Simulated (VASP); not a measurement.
GaAs, 2 atoms in the cell. It takes space group F-43m (No. 216, cubic). The conventional cell has a = 5.654 Å, b = 5.654 Å, c = 5.654 Å, α = 90.00°, β = 90.00°, γ = 90.00°. Ga (site symmetry -43m) is surrounded by 4 As at 2.45 Å. Around As (site symmetry -43m) lie 4 Ga at 2.45 Å. 

```yaml
Program: VASP 6.6.1
Task: single point
Functional: PBE
Potentials_or_basis: VASP PAW PBE potentials, release 64 (Ga_d, As)
Cutoff: 520 eV
k_mesh: 4 × 4 × 4
Occupations: gaussian, width 0.02 eV
Spin: no spin polarisation
Further_INCAR_settings: ALGO = Normal; EDIFF = 1e-07; NBANDS = 16
```

Potentials or basis: VASP PAW PBE potentials, release 64 (Ga_d, As).

Run with:

```console
$ cat potpaw_PBE.64/Ga_d/POTCAR potpaw_PBE.64/As/POTCAR > POTCAR
$ mpirun -np 1 vasp_std > vasp.out
```

Hardware: 1 thread of Intel(R) Xeon(R) Platinum 8259CL CPU @ 2.50GHz (Skylake/Cascade Lake), with other jobs on the host.

Problem. How long does it take, and how much memory?

Solution. It took 9 s on 1 thread of Intel(R) Xeon(R) Platinum 8259CL CPU @ 2.50GHz (Skylake/Cascade Lake), with other jobs on the host, peak memory 0.16 GiB. Counts: scf iterations 14, k points 8.
